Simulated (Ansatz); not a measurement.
**Ca under changes of volume**

One of the cells (44.721 Å³/atom); the others are scaled copies at fixed shape and fractional positions:

```xyz
2
Lattice="3.9800 0.0000 0.0000 -1.9900 3.4468 0.0000 0.0000 0.0000 6.5200" Properties=species:S:1:pos:R:3 pbc="T T T"
Ca    1.9900    1.1489    4.8900
Ca    0.0000    2.2979    1.6300
```

This isn't the form of Ca at room conditions, which is fcc.

| Property | Result |
| --- | --- |
| Program | Ansatz 0.2.0 |
| Functional | PBE |
| Potentials or basis | Ansatz PAW |
| Cutoff | 420 eV (not typed: the program's choice for these potentials) |
| k mesh | 8 × 8 × 4 |
| Occupations | fermi-dirac, width 0.05 eV |
| Spin | no spin polarisation |

```tsv
volume (Å³/atom)	energy over the lowest point (meV/atom)	pressure (GPa)
42.038	0.00	0.2
42.932	0.22	-0.2
43.827	2.40	-0.5
44.721	6.36	-0.8
45.616	11.94	-1.1
46.510	19.00	-1.4
47.405	?	?
```

Q: What does the run at 47.405 Å³/atom give?

A: Energy over the lowest point 27.40 meV/atom; pressure -1.6 GPa.

Worked out: A Birch-Murnaghan fit of order 3 (a polynomial in V^(-2/3)) to the other rows has its minimum at 42.39 Å³/atom with B0 = V·E''(V) = 17.6 GPa and B' = 3.5 at fixed shape and positions, which overstates the stiffness. It gives 27.41 meV/atom at 47.405 Å³/atom, against the run's 27.40, and -dE/dV = -1.6 GPa, against -1.6.

Energies are extrapolated to zero smearing.

Caveats: the cell was measured hot, at 723 K.
